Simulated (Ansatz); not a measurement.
**SnO2 (Cassiterite): equation of state with PBE**

SnO2 (Cassiterite):

```
Sn O
1.0
     4.73800    0.00000    0.00000
     0.00000    4.73800    0.00000
     0.00000    0.00000    3.18650
Sn O
2 4
Direct
  0.50000 0.50000 0.50000
  0.00000 0.00000 0.00000
  0.80710 0.19290 0.50000
  0.69290 0.69290 0.00000
  0.19290 0.80710 0.50000
  0.30710 0.30710 0.00000
```

```json
{
 "Program": "Ansatz 0.2.0",
 "Task": "equation of state",
 "Functional": "PBE",
 "Potentials or basis": "Ansatz PAW",
 "Cutoff": "420 eV",
 "Density cutoff": "1680 eV",
 "k mesh": "6 × 6 × 8",
 "Occupations": "fermi-dirac, width 0.05 eV",
 "Spin": "no spin polarisation"
}
```

* Equilibrium volume: 12.58 Å³/atom
* Bulk modulus at fixed shape and positions: 182 GPa
* Pressure derivative of the bulk modulus: 4.8

Energy against volume, from the lowest point:
```tsv
volume (Å³/atom)	energy (meV/atom)
11.207	105.93
11.445	69.39
11.684	41.47
11.922	21.36
12.161	8.25
12.399	1.34
12.637	0.00
```

All runs of the series together: 26 s on 2 threads of Intel(R) Xeon(R) Platinum 8259CL CPU @ 2.50GHz (Skylake/Cascade Lake), with other jobs on the host.

Caveat: the cell was scaled at fixed shape and fractional positions, which overstates the stiffness of a crystal with free parameters, most of all of layers and chains.
